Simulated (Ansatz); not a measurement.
CuI, space group P4/nmm: an equation of state with a fit, run with Ansatz 0.2.0 through its Python package.

Script `cui_eos.py`:
```python
# -*- coding: utf-8 -*-
import ansatz as az
import numpy as np
from scipy.optimize import curve_fit

ECUT = 500
XC = "r2scan"
FILLING = "Fixed"
KGRID = (6, 6, 4)

VECTORS = np.array([
    [4.0229, 0.0, 0.0],
    [0.0, 4.0229, 0.0],
    [0.0, 0.0, 5.6506],
])
SITES = [
    ("Cu", (0.0, 0.0, 0.0)),
    ("Cu", (0.5, 0.5, 0.0)),
    ("I", (0.0, 0.5, 0.2913)),
    ("I", (0.5, 0.0, 0.7087)),
]


def make_crystal(cell):
    crystal = az.Crystal(lattice=az.Lattice.of(cell))
    for symbol, position in SITES:
        crystal = crystal.atom(symbol, position)
    return crystal

def vinet(v, e0, v0, b0, b1):
    eta = (v / v0) ** (1 / 3)
    return e0 + 2 * b0 * v0 / (b1 - 1) ** 2 * (2 - (5 + 3 * b1 * (eta - 1) - 3 * eta) * np.exp(-1.5 * (b1 - 1) * (eta - 1)))


def main():
    volumes, energies = [], []
    for scale in np.linspace(0.88, 1.12, 7):
        cell = VECTORS * scale ** (1 / 3)
        model = make_crystal(cell).calculation().basis(ECUT).functional(XC).occupations(FILLING).kpoints(*KGRID)
        report = model.run(threads=1).report
        volumes.append(abs(np.linalg.det(cell)) / len(SITES))
        energies.append(report["free_energy_ev"] / len(SITES))
        print(f"V = {volumes[-1]:8.4f} A^3/atom  F = {energies[-1]:.5f} eV/atom")

    guess = (min(energies), volumes[int(np.argmin(energies))], 0.5, 4.5)
    (e0, v0, b0, b1), _ = curve_fit(vinet, np.array(volumes), np.array(energies), p0=guess, maxfev=20000)
    print(f"Vinet fit: V0 = {v0:.4f} A^3/atom, B0 = {160.21766 * b0:.1f} GPa, B1 = {b1:.2f}")
    print("largest residual", round(1000 * float(np.abs(vinet(np.array(volumes), e0, v0, b0, b1) - energies).max()), 3), "meV/atom")


if __name__ == "__main__":
    main()
```

Its results, one of them left out:

| V (Å³/atom) | F less the lowest row shown (meV/atom) |
| --- | --- |
| 20.119 | ? |
| 21.033 | 139.24 |
| 21.947 | 75.71 |
| 22.862 | 34.14 |
| 23.776 | 10.07 |
| 24.691 | 0.00 |
| 25.605 | 1.14 |

What is the missing energy at 20.119 Å³ an atom?

A third-order Birch-Murnaghan fit, E = E0 + (9 V0 B0 / 16) [(t - 1)³ B' + (t - 1)² (6 - 4t)] with t = (V0/V)^(2/3), through the 6 rows shown gives V0 = 25.036 Å³, B0 = 49.3 GPa, B' = 5.06 and E0 = -0.76 meV. At V = 20.119 Å³, t = 1.15696, and the fit extrapolates to 230.37 meV. The run gave 230.30 meV, a miss of 0.07 meV.

Reading the output:
- Shape and fractional positions are held along the curve, so the bulk modulus is an upper value where they are free to relax, by a factor of two or more in layered or hydrogen-bonded cells.
- Without a Hubbard U or exact exchange, semilocal functionals often make such 3d compounds metallic or too weakly gapped.
- The structure is a deposited one; some such entries were measured under pressure or heat, so a shift against it needn't be the functional's error alone.
- Wall time of the script: 110 s on 1 thread of Arm Neoverse V1, with other jobs on the host, peak memory 0.69 GiB.
